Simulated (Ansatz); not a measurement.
## How the conductance of CoSi2/Si/NiSi2 changes with thickness

Aim: the conductance of CoSi2/Si/NiSi2 junctions as the barrier thickens. The lower electrode is CoSi2 fluorite(111) turned by 180 degrees (type B), the upper one NiSi2 fluorite(111) turned by 180 degrees (type B); the barrier is Si diamond(111) (whole bilayers). In the first transport cell, after relaxation, the nearest pair of electrode and barrier is Si–Si at 2.38 Å, along the normal, at the lower face and Si–Si at 2.37 Å, along the normal, at the upper one. All share a net of side 3.79 Å, which strains the lower electrode by +0.0 %, the upper one by -1.3 % and the barrier by -2.0 %, against typed lattice constants near PBE's. The first steps treat the bulk electrodes alone.

Method: PBE DFT, plane waves, PAW files, in the first sound run; inputs show where later runs differ, in Ansatz 0.2.0.

This is a report of a sequence of runs, with most program output left out.

**1. Starting point**

It takes space group Fm-3m (No. 225, cubic). The conventional cell has a = 5.360 Å, b = 5.360 Å, c = 5.360 Å, α = 90.00°, β = 90.00°, γ = 90.00°. Nearest to Si lie 4 Co at 2.32 Å. Co has 8 Si at 2.32 Å nearest. Farther neighbours are not listed.

**2. Layer spacing of the electrode**

The electrode is held to the junction's net and relaxed along the normal; its spacing is used for the ideal lead layers.

input.yaml

```yaml
crystal:
  lattice:
    - [3.79, 0.0, 0.0]
    - [-1.895, 3.2822362803, 0.0]
    - [0.0, 0.0, 9.283950671]
  atoms:
    - { symbol: Si, position: [0.0, 0.0, 0.0] }
    - { symbol: Co, position: [0.6666666667, 0.3333333333, 0.0833333333] }
    - { symbol: Si, position: [0.3333333333, 0.6666666667, 0.1666666667] }
    - { symbol: Si, position: [0.6666666667, 0.3333333333, 0.3333333333] }
    - { symbol: Co, position: [0.3333333333, 0.6666666667, 0.4166666667] }
    - { symbol: Si, position: [0.0, 0.0, 0.5] }
    - { symbol: Si, position: [0.3333333333, 0.6666666667, 0.6666666667] }
    - { symbol: Co, position: [0.0, 0.0, 0.75] }
    - { symbol: Si, position: [0.6666666667, 0.3333333333, 0.8333333333] }
kpoints:
  mp_grid: { grid: [12, 12, 3] }
scf:
  occupations: { method: fermi_dirac, width: 0.1 }
  max_iter: 150
hamiltonian:
  xc: pbe
relax:
  f_tol: 0.01
  max_steps: 40
  cell: { fix: [a, b, angles] }
```

On the command line:

```console
$ ansatz run input.yaml --threads 8 --pin off --max-ram 24576MiB --backend cpu --events-out ev --progress --plain --runs-dir out
```

Run time: 7.4 s. Hardware: 8 threads of Arm Neoverse V2, shared host; peak memory 0.72 GiB; 55 s of CPU time.

This run has no spin polarisation, although Co can carry a moment.

Little changed from the start: no atom moved by 0.005 Å and no cell edge by 0.1 %.

This step gave:

```
free energy  : -19197.5981 eV
Fermi energy : 12.86 eV
pressure     : 0.2106 GPa
```

**3. Layer spacing of the electrode**

System of this step: Si2Ni (NiSi2). It takes space group R-3m (No. 166, trigonal). Conventional cell: a = 3.790 Å, b = 3.790 Å, c = 9.490 Å, α = 90.00°, β = 90.00°, γ = 120.00°. Nearest to Si lie 4 Ni at 2.33 to 2.37 Å. Nearest to Ni lie 8 Si at 2.33 to 2.37 Å. Farther neighbours are not listed.

input.yaml, the sections that differ from step 2:

```yaml
crystal:
  lattice:
    - [3.79, 0.0, 0.0]
    - [-1.895, 3.2822362803, 0.0]
    - [0.0, 0.0, 9.4900647171]
  atoms:
    - { symbol: Si, position: [0.0, 0.0, 0.0] }
    - { symbol: Ni, position: [0.6666666667, 0.3333333333, 0.0833333333] }
    - { symbol: Si, position: [0.3333333333, 0.6666666667, 0.1666666667] }
    - { symbol: Si, position: [0.6666666667, 0.3333333333, 0.3333333333] }
    - { symbol: Ni, position: [0.3333333333, 0.6666666667, 0.4166666667] }
    - { symbol: Si, position: [0.0, 0.0, 0.5] }
    - { symbol: Si, position: [0.3333333333, 0.6666666667, 0.6666666667] }
    - { symbol: Ni, position: [0.0, 0.0, 0.75] }
    - { symbol: Si, position: [0.6666666667, 0.3333333333, 0.8333333333] }
# kpoints, scf, hamiltonian, relax: as in step 2
```

Run time: 7.7 s. Hardware: 8 threads; peak memory 0.73 GiB; 56 s of CPU time.

This run has no spin polarisation, although Ni can carry a moment.

Relaxation path:

```
step  energy less that of the first step (eV)  largest force component (eV/Å)  pressure (GPa)  volume (Å³)
   1                                   0.0000                          0.2062            3.97       118.05
   2                                  -0.0130                          0.1312            3.23       118.60
   3                                  -0.0199                          0.0050            2.56       119.12
  4*                                  -0.0202                          0.0050            2.56       119.12
```

Relaxation steps marked * repeat the geometry before them on a plane-wave basis chosen anew for their cell, so energy and pressure can jump there.

Forces are held to the 36 operations that the run works with; a distortion that breaks them can't arise in this run.

```
conventional cell, symmetrised  before  after  change
                         a (Å)   3.790  3.790  -0.0 %
                         b (Å)   3.790  3.790  -0.0 %
                         c (Å)   9.490  9.576  +0.9 %
              volume (Å³/atom)   13.12  13.24  +0.9 %
```

The atoms that moved most (Å, as changes of fractional coordinates times the final cell):

```
atom     dx     dy      dz  length
 Si9  0.000  0.000   0.026   0.026
 Si7  0.000  0.000  -0.026   0.026
 Si6  0.000  0.000   0.026   0.026
 Si4  0.000  0.000  -0.026   0.026
 Si3  0.000  0.000   0.026   0.026
 Si1  0.000  0.000  -0.026   0.026
```

Numbers from this step:

- free energy: -21337.2152 eV
- Fermi energy: 13.17 eV
- pressure: 2.561 GPa

The relaxation ends with a largest force component of 0.0050 eV/Å.

**4. Relaxation**

System of this step: CoSi2/Si/NiSi2. The cell holds 14 atoms: 12 Si, 1 Co and 1 Ni. Cell: a = 3.790 Å, b = 3.790 Å, c = 34.004 Å, α = 90.0°, β = 90.0°, γ = 120.0°. Vacuum lies along c.

The starting distances are typed guesses, too rough for a quantity that is exponential in distance. A short slab in vacuum serves: only the barrier and the layers next to it are taken over, and later cells can add or drop layers in the barrier's middle. The dipole correction removes the field that unlike faces would set up across the vacuum.

input.yaml

```yaml
crystal:
  lattice:
    - [3.79, 0.0, 0.0]
    - [-1.895, 3.2822362803, 0.0]
    - [0.0, 0.0, 34.0038882583]
  atoms:
    - { symbol: Si, position: [0.66666667, 0.33333333, 0.2352672124] }
    - { symbol: Si, position: [0.0, 0.0, 0.2807715706] }
    - { symbol: Co, position: [0.66666667, 0.33333333, 0.3035237497] }
    - { symbol: Si, position: [0.33333333, 0.66666667, 0.3262759288] }
    - { symbol: Si, position: [0.33333333, 0.66666667, 0.3930330003] }
    - { symbol: Si, position: [0.66666667, 0.33333333, 0.4165789452] }
    - { symbol: Si, position: [0.66666667, 0.33333333, 0.4872167801] }
    - { symbol: Si, position: [0.0, 0.0, 0.510762725] }
    - { symbol: Si, position: [0.0, 0.0, 0.5814005599] }
    - { symbol: Si, position: [0.33333333, 0.66666667, 0.6049465048] }
    - { symbol: Si, position: [0.33333333, 0.66666667, 0.6717035763] }
    - { symbol: Ni, position: [0.0, 0.0, 0.6949608792] }
    - { symbol: Si, position: [0.66666667, 0.33333333, 0.718218182] }
    - { symbol: Si, position: [0.0, 0.0, 0.7647327876] }
kpoints:
  mp_grid: { grid: [8, 8, 1] }
scf:
  occupations: { method: fermi_dirac, width: 0.1 }
  max_iter: 150
hamiltonian:
  xc: pbe
efield:
  axis: 3
  dipole_correction: true
relax:
  f_tol: 0.04
  max_steps: 60
output:
  forces: true
```

Wall time 12 s (8 threads); peak memory 1.3 GiB; 88 s of CPU time.

This run has no spin polarisation, although Co and Ni can carry a moment.

Step by step:

```
step  energy less that of the first step (eV)  largest force component (eV/Å)
   1                                   0.0000                          0.9927
   2                                  -0.1624                          0.5005
   3                                  -0.2026                          0.1761
   4                                  -0.2064                          0.0424
   5                                  -0.2067                          0.0022
```

Forces are held to the 6 operations that the run works with; a distortion that breaks them can't arise in this run.

The atoms that moved most (Å):

```
atom     dx     dy      dz  length
Ni12  0.000  0.000   0.208   0.208
 Co3  0.000  0.000  -0.202   0.202
Si13  0.000  0.000   0.194   0.194
Si14  0.000  0.000   0.151   0.151
 Si4  0.000  0.000  -0.132   0.132
 Si1  0.000  0.000  -0.096   0.096
Si11  0.000  0.000   0.081   0.081
 Si2  0.000  0.000  -0.080   0.080
```

Numbers from this step:

| Item | Value |
| --- | --- |
| free energy | -18593.9666 eV |
| Fermi energy | 2.295 eV |
| work function, upper face | 5.448 eV |
| work function, lower face | 5.350 eV |
| dipole moment | -0.006742 e·Å |
| dipole field | -0.002884 V/Å |

The largest force component on a free atom ends at 0.0022 eV/Å. The work functions of the outer faces are 5.35 and 5.45 eV.

(Continued in part 2 of 3.)

[Logs are printed without paths, hosts, clocks, repeated set-up lines and the standing remarks that a program may print on its own settings, such as how far it seeks lower states.]

[Hosts, paths, dates, database ids (printed as entryN), source tags and the programs' standing remarks are cut or masked in the printed files.]
